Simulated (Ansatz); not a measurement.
Property card for TiCo

Theory: DFT PBEsol, scalar-relativistic, plane waves, PAW in Ansatz 0.2.0.

Cutoff 420 eV; k points 14×14×14 on the computed 2-atom cell (Γ-centred); Gaussian smearing, width 0.10 eV; collinear spin from starting moments 0 0.75 μB.

The structure is relaxed at this level of theory with its symmetry kept. Whether it is the stable form of this composition wasn't checked.

```yaml
crystal:
  lattice:
    - [2.93851, 0.00000, 0.00000]
    - [0.00000, 2.93851, 0.00000]
    - [0.00000, 0.00000, 2.93851]
  atoms:
    - { symbol: Ti, position: [0.00000, 0.00000, 0.00000] }
    - { symbol: Co, position: [0.50000, 0.50000, 0.50000] }
```

```json
{
  "Space group": "Pm-3m (No. 221)",
  "Volume per atom": "12.69 Å³",
  "Formation energy from the elements' standard states (uncorrected)": "-0.411 eV/atom",
  "Kohn–Sham band gap": "none (metal)",
  "Density of states at the Fermi level": "2.10 states/eV per cell",
  "Löwdin character within 0.5 eV of the Fermi level": "Ti 3d 49 %, Co 3d 41 %, unprojected 5 %",
  "Bulk modulus": "177 GPa",
  "Its pressure derivative": "5.5",
  "Bader charges (e)": "Ti (1 in the cell) 1.16, Co (1 in the cell) -1.16",
  "Total moment": "0.65 μB per cell",
  "Site moments (μB; atoms counted from 1 over the whole cell)": "Co (atom 2) 0.68"
}
```

Only this magnetic start was tried.